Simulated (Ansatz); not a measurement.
## AlP at 11 GPa: from Born charge to LO–TO splitting and polaron coupling

The calculation used Ansatz 0.2.0, DFT PBEsol, scalar-relativistic, plane waves, PAW. Plane waves to 420 eV; Γ-centred k mesh 10×10×10; fixed occupations. No spin polarisation. Phonons by linear response, acoustic sum rule imposed.

The cell, relaxed at 11 GPa:
```
Al P
1.0
     0.00000    2.64332    2.64332
     2.64332    0.00000    2.64332
     2.64332    2.64332    0.00000
Al P
1 1
Direct
  0.00000 0.00000 0.00000
  0.75000 0.75000 0.75000
```

Linear response gives ν_TO = 490.7 cm⁻¹, Born charges ±2.174 e (positive on Al) and ε∞ = 8.258. The primitive cell holds 36.939 Å³, and the masses are 26.982 and 30.974 amu.

**Question.** Find ν_LO and the static dielectric constant.

**Answer.** The long-wave field adds a restoring force: ω_LO² − ω_TO² = Z*²e²/(ε_vac ε∞ μV). In these units ν_LO² − ν_TO² = 4.92064×10⁷ Z*²/(μ V ε∞) cm⁻², with μ = m₁m₂/(m₁ + m₂) = 14.420 amu: 52853 cm⁻². So ν_LO = √(490.7² + 52853) = 541.8 cm⁻¹, and the run gives 541.9. Lyddane–Sachs–Teller then gives ε0 = ε∞ (ν_LO/ν_TO)² = 10.07, against 10.07 in the run (it forms both from the same three quantities, so the match checks the arithmetic only). Between ν_TO and ν_LO the dielectric function is negative and an undamped crystal reflects fully: a reststrahlen band from 18.5 to 20.4 μm.

**Question.** What do the Clausius–Mossotti polarisability and the Szigeti charge come to?

**Answer.** With the Lorentz local field, α = (3V/4π)(ε∞ − 1)/(ε∞ + 2) = 6.24 Å³ for the pair, and e_S = 3Z*/(ε∞ + 2) = 0.64 e. The Born charge includes the electrons' response to the dipole's own local field, and e_S takes that enhancement out. The Lorentz field assumes point-like polarisable ions, a poor picture once ε∞ is this large, since the electron clouds then overlap or are shared, so both numbers are formal here.

**Question.** How strongly does a slow electron couple to the LO mode?

**Answer.** For one isotropic parabolic band, Fröhlich's constant is α_F = (1/ε∞ − 1/ε0) √(m* Ry/ħω_LO), with Ry = 13.606 eV, ħω_LO = 67.2 meV and m* in free-electron masses: α_F = 0.0218 × 14.23 × √m* = 0.31 √m*. The band mass isn't part of this run; for m* = 0.1, 0.3 and 1 it gives 0.10, 0.17, 0.31. In weak coupling the polaron lies α_F ħω_LO below the band edge (11 meV at m* = 0.3) with a mass m*(1 + α_F/6); past α_F of about 5 or 6 that expansion fails. A semilocal functional's ε∞ tends to be too large, which taken alone lowers α_F.

Cost: 1 run of about 1.4 core-minutes, on AMD EPYC (Zen 3) (shared hosts).

AlP appears here as a polar but largely covalent semiconductor, whose static screening is mostly electronic: the lattice raises the dielectric constant only from 8.258 to 10.07. The Born charge of 2.174 e measures the polarisation created as the sublattices move, including charge shifted along the sp³ bonds, so it is not the static charge on Al. The light atoms and stiff bonds keep both optical modes high, while the electronic background screens the long-range field that separates them.

The same small ionic share of the screening keeps the Fröhlich coupling weak, even at the heaviest mass tried. In AlP the conduction-band minimum lies near X, where the valleys are anisotropic, so a real electron needs a suitably averaged mass; this would probably change the polaron shift but not the weak-coupling picture. Zinc-blende AlP is known to give way to a NiAs-type phase under compression, and a real zone-centre frequency doesn't show which phase is stable at this pressure.
